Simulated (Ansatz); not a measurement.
# SiO2: LAPW beside PAW

The same cell of SiO2 is computed with full-potential LAPW, PAW on the default files and all-electron PAW on datasets made for the crystal, to set the results side by side.

Program: Ansatz 0.2.0. Level of theory: DFT PBEsol, scalar-relativistic. These are calculated values, not measurements.

## 1. The system as given

The structure is tetragonal, space group P4_2/mnm (No. 136). Conventional cell: a = 4.180 Å, b = 4.180 Å, c = 2.668 Å, α = 90.00°, β = 90.00°, γ = 90.00°. Around Si (site symmetry mmm) lie 6 O at 1.76 to 1.81 Å. Around O (site symmetry m2m) lie 3 Si at 1.76 to 1.81 Å.

As a file:

```xyz
6
Lattice="4.1801 0.0000 0.0000 0.0000 4.1801 0.0000 0.0000 0.0000 2.6678" Properties=species:S:1:pos:R:3 pbc="T T T"
Si    0.0000    0.0000    0.0000
Si    2.0901    2.0901    1.3339
O     1.2820    1.2820    0.0000
O     0.8080    3.3721    1.3339
O     2.8981    2.8981    0.0000
O     3.3721    0.8080    1.3339
```

The structure is an experimental refinement, used without relaxation.

Atoms are numbered in the order of the input: Si1, Si2, O3, O4, O5, O6.

## 2. Full-potential LAPW

File input.yaml:

```yaml
crystal:
  lattice:
    - [4.1801, 0.0, 0.0]
    - [0.0, 4.1801, 0.0]
    - [0.0, 0.0, 2.6678]
  atoms:
    - { symbol: Si, position: [0.0, 0.0, 0.0] }
    - { symbol: Si, position: [0.5, 0.5, 0.5] }
    - { symbol: O, position: [0.3067, 0.3067, 0.0] }
    - { symbol: O, position: [0.1933, 0.8067, 0.5] }
    - { symbol: O, position: [0.6933, 0.6933, 0.0] }
    - { symbol: O, position: [0.8067, 0.1933, 0.5] }
kpoints:
  mp_grid: { grid: [6, 6, 9] }
  band_path:
    path:
      - [0.0, 0.0, 0.0]
      - [0.0, 0.5, 0.0]
      - [0.5, 0.5, 0.0]
      - [0.0, 0.0, 0.0]
      - [0.0, 0.0, 0.5]
      - [0.0, 0.5, 0.5]
      - [0.5, 0.5, 0.5]
      - [0.0, 0.0, 0.5]
      - [0.0, 0.5, 0.0]
    npoints: 14
scf:
  occupations: { method: fermi_dirac, width: 0.03 }
hamiltonian:
  xc: pbesol
  pseudopotentials: { kind: all_electron, lapw: { basis_error: 0.001 } }
output:
  forces: true
  stress: true
  eigenvalues: true
  populations: true
  dos: { projected: true, de: 0.2, e_range: [-14, 8] }
```

Launch:

```sh
$ ansatz run input.yaml --threads 2 --pin off --max-ram 8192MiB --backend cpu --events-out ev --progress --plain --runs-dir out
```

## 3. PAW on the default files

input.yaml: that of step 2 with these lines changed.

```diff
@@ -30,3 +30,3 @@
   xc: pbesol
-  pseudopotentials: { kind: all_electron, lapw: { basis_error: 0.001 } }
+  pseudopotentials: { kind: paw }
 output:
@@ -35,3 +35,9 @@
   eigenvalues: true
+  efg: { contact_densities: true }
   populations: true
+  bader: true
   dos: { projected: true, de: 0.2, e_range: [-14, 8] }
+  write_density: true
+  write_potential: true
+  elf: true
+  volumetric_format: npy
```

## 4. All-electron PAW on datasets made for the crystal

input.yaml: that of step 3 with these lines changed.

```diff
@@ -25,3 +25,3 @@
       - [0.0, 0.5, 0.0]
-    npoints: 14
+    npoints: 8
 scf:
@@ -30,3 +30,3 @@
   xc: pbesol
-  pseudopotentials: { kind: paw }
+  pseudopotentials: { kind: all_electron, datasets: crystal }
 output:
@@ -36,8 +36 @@
   efg: { contact_densities: true }
-  populations: true
-  bader: true
-  dos: { projected: true, de: 0.2, e_range: [-14, 8] }
-  write_density: true
-  write_potential: true
-  elf: true
-  volumetric_format: npy
```

(Steps that only read results are left out.)

Q: Predict the outcome of this session. Wanted: pressure; gap; largest force; Bader charges; highest ELF.

The runs gave:

| quantity | value |
| --- | --- |
| pressure | LAPW 3.89, PAW 3.92, crystal datasets 3.90 GPa |
| gap (LAPW) | 5.59 eV, direct at Γ |
| largest force | LAPW 0.190, PAW 0.196, crystal datasets 0.191 eV/Å |
| Bader charges (PAW) | Si1 +3.28, O3 -1.64 e |
| highest ELF (PAW) | 0.87, 0.69 Å from O |

**Reading.** The pressure of 3.9 GPa pushes the cell to expand, with the atoms held in place. A gap opens: 5.59 eV, direct at Γ. It is the Kohn-Sham gap of a semilocal functional, which mostly lies below the gap found in experiment. O 2p states make 98 % of the projected weight in the top eV of the valence band. The projection holds only the free atom's occupied shells (Si 3s, Si 3p, O 2s, O 2p in this range). The field gradient at O3, the largest by crystal datasets, is -10.80 by PAW and -10.54 by crystal datasets (10²¹ V/m²), within 5 %. In pressure, PAW differs from LAPW by +0.03 GPa and -0.01 eV in the gap. The forces differ by at most 4 meV/Å in a component, on a largest force of 0.190 eV/Å. LAPW took about 1.9 times as long as PAW (79 s against 41 s, on a shared host and with the outputs that each input asks for).
